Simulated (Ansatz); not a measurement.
WC in Ansatz: the effect of exact exchange

The system is WC.

```xyz
2
Lattice="2.9005 0.0000 0.0000 -1.4503 2.5119 0.0000 0.0000 0.0000 2.8290" Properties=species:S:1:pos:R:3 pbc="T T T"
W     0.0268    0.0236    2.7631
C     1.4235    0.8137    1.4804
```

The cell isn't the ideal one: atom 2 moved 0.15 Å.

Alike in all runs:

```yaml
Program: Ansatz 0.2.0
Task: single point
Functional: HSE06 form with a typed share of exact exchange
Potentials_or_basis: Ansatz PAW
Cutoff: "420 eV (not typed: the program's choice for these potentials)"
k_mesh: 6 × 6 × 5
Occupations: fermi-dirac, width 0.05 eV
Spin: no spin polarisation
```

```tsv
exact exchange	pressure (GPa)	largest force (eV/Å)
0.05	11.4	2.32
0.1	?	?
0.15	7.9	2.35
```

Problem. What does the run with exact exchange 0.1 give?

Solution. Pressure 9.7 GPa; largest force 2.34 eV/Å.

Caveats: all runs use coarse meshes; the PAW data sets come from PBE, with cores solved anew for the run's functional, which leaves a small shift of forces and pressure; forces of over 1 eV/Å show positions far from the minimum, so gaps and moduli don't describe the material at rest; the thresholds are loose for stress.
